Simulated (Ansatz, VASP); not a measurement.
## Pd: VASP beside Ansatz

Contents of INCAR:

```
SYSTEM = Pd
  PREC = Accurate
  ENCUT = 520
  EDIFF = 1E-6
  ISMEAR = -1
  SIGMA = 0.08
  LREAL = .FALSE.
  LASPH = .TRUE.
  NELM = 80
  ALGO = Normal
  ISIF = 2
  LWAVE = .FALSE.
  LCHARG = .FALSE.
  GGA = PE
  NBANDS = 11
```

The input KPOINTS:

```
Automatic mesh
0
G
  16 16 15
  0 0 0
```

The input POSCAR:

```
Pd
1.0
    2.5508084586      0.0000000000      0.0000000000
   -1.2754042293      2.2090649253      0.0000000000
    0.0000000000      0.0000000000      2.4766831937
Pd
1
Direct
    0.0000000000      0.0000000000      0.0000000000
```

Input for Ansatz:

```yaml
crystal:
  lattice:
    - [2.5508084586, 0.0, 0.0]
    - [-1.2754042293, 2.2090649253, 0.0]
    - [0.0, 0.0, 2.4766831937]
  atoms:
    - { symbol: Pd, position: [0.0, 0.0, 0.0] }
kpoints:
  mp_grid: { grid: [16, 16, 15] }
  band_path:
    path:
      - [0.0, 0.0, 0.0]
      - [0.5, 0.0, 0.0]
      - [0.3333333333, 0.3333333333, 0.0]
      - [0.0, 0.0, 0.0]
      - [0.0, 0.0, 0.5]
      - [0.5, 0.0, 0.5]
      - [0.3333333333, 0.3333333333, 0.5]
      - [0.0, 0.0, 0.5]
      - [0.5, 0.0, 0.5]
    npoints: 8
scf:
  occupations: { method: fermi_dirac, width: 0.08 }
hamiltonian:
  xc: pbe
  pseudopotentials: { kind: all_electron, lapw: { basis_error: 0.001 } }
output:
  forces: true
  stress: true
  eigenvalues: true
  populations: true
  dos: { projected: true, de: 0.2, e_range: [-14, 8] }
```

Change from the starting cell: volume scaled by 0.84, LAPW.

Alike in both runs: task single point; functional PBE; k mesh 16 × 16 × 15; occupations fermi-dirac, width 0.08 eV; no spin polarisation.

|  | VASP | Ansatz |
| --- | --- | --- |
| version | VASP 6.6.1 | Ansatz 0.2.0 |
| potentials or method | VASP PAW PBE potentials, release 64 (Pd) | all-electron LAPW, scalar-relativistic |
| plane-wave cutoff (eV) | 520 | see its input |

Ansatz gave:

```
pressure (GPa)                                  : 39.7
largest component of the traceless stress (GPa) : 0.08
```

Q: Which values does VASP return?

A: Pressure (GPa): 38.9; largest component of the traceless stress (GPa): 0.11.

Ansatz ran all-electron here, so the differences hold the error of VASP's frozen core and of both bases.

Caveats: so large a pressure means that the cell lies far from this level's equilibrium, or that cutoff or potentials fall short (VASP).
